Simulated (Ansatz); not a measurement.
BN in the zincblende structure, relaxed with r2SCAN. It is cubic, F-43m (No. 216); conventional cell a = 3.610 Å, 5.88 Å³ an atom. B has 4 N at 1.56 Å; N has 4 B at 1.56 Å.

3 runs of Ansatz 0.2.0 on this cell differ in the functional (and in the settings that go with it). Levels are in eV from each run's valence top; v1 is the last filled band, c1 the first empty one.

Run A, mean stress -3.7 GPa (compression positive):

| point | v2 | v1 | c1 | c2 |
| --- | --- | --- | --- | --- |
| Γ | 0.00 | 0.00 | 19.44 | 19.44 |
| X | -6.37 | -6.37 | 13.73 | 19.08 |
| U | -9.76 | -5.29 | 16.62 | 23.86 |
| L | -2.53 | -2.53 | 20.75 | 21.60 |

Run B, mean stress -9.3 GPa (compression positive):

| point | v2 | v1 | c1 | c2 |
| --- | --- | --- | --- | --- |
| Γ | 0.00 | 0.00 | 8.72 | 8.72 |
| X | -4.95 | -4.95 | 4.37 | 9.20 |
| U | -7.76 | -4.11 | 6.82 | 12.82 |
| L | -1.96 | -1.96 | 10.26 | 10.61 |

Run C, mean stress +4.7 GPa (compression positive):

| point | v2 | v1 | c1 | c2 |
| --- | --- | --- | --- | --- |
| Γ | 0.00 | 0.00 | 8.85 | 8.85 |
| X | -4.93 | -4.93 | 4.48 | 9.27 |
| U | -7.70 | -4.10 | 6.93 | 12.92 |
| L | -1.95 | -1.95 | 10.20 | 10.75 |

Question: Match the runs to LDA, PBE, Hartree-Fock.

Answer: A is Hartree-Fock, B is LDA, C is PBE. In order of the gap: LDA 4.37, PBE 4.48, Hartree-Fock 13.73 eV.

Calculated for a static, non-magnetic cell.

The program warns that its thresholds are loose for a hybrid's stress.

The meshes of the hybrids are coarse, so their gaps aren't converged to the digits shown.
